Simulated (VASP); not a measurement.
Wanted: the native input for a VASP 6.6.1 run.

```yaml
Task: single point
Functional: PBE
Potentials_or_basis: VASP PAW PBE potentials, release 64 (V_sv)
Cutoff: 520 eV
k_mesh: 12 × 12 × 12
Occupations: fermi-dirac, width 0.05 eV
Spin: collinear spin, ferromagnetic start
Starting_moments: "[3.5] μB"
Further_INCAR_settings: ALGO = Normal; EDIFF = 1e-06; NBANDS = 16
```

The structure of V lies in POSCAR:

```
V
1.0
   -1.5143500000      1.5143500000      1.5143500000
    1.5143500000     -1.5143500000      1.5143500000
    1.5143500000      1.5143500000     -1.5143500000
V
1
Direct
    0.0000000000      0.0000000000      0.0000000000
```

One way to write it, as run:

INCAR

```
SYSTEM = V
ALGO = Normal
EDIFF = 1E-6
ENCUT = 520
GGA = PE
ISIF = 2
ISMEAR = -1
ISPIN = 2
LASPH = .True.
LCHARG = .False.
LMAXMIX = 4
LORBIT = 11
LREAL = .False.
LWAVE = .False.
MAGMOM = 3.5
NBANDS = 16
NELM = 120
PREC = Accurate
SIGMA = 0.05
```

KPOINTS

```
k-points
0
Gamma
  12 12 12
  0 0 0
```

Potentials or basis: VASP PAW PBE potentials, release 64 (V_sv).

Command:

```console
$ cat potpaw_PBE.64/V_sv/POTCAR > POTCAR
$ mpirun -np 1 vasp_std > vasp.out
```

Results of the run:

| Property | Result |
| --- | --- |
| Pressure | -5.2 GPa |
| Band gap on the k mesh | none (metal or under the smearing width) |
| Net moment | 0.00 μB per cell |
| Valence electrons inside the program's atomic spheres | V 11.60 |

It took 18 s on 1 thread of Intel(R) Xeon(R) 6975P-C (Granite Rapids) (shared host), peak memory 0.14 GiB.
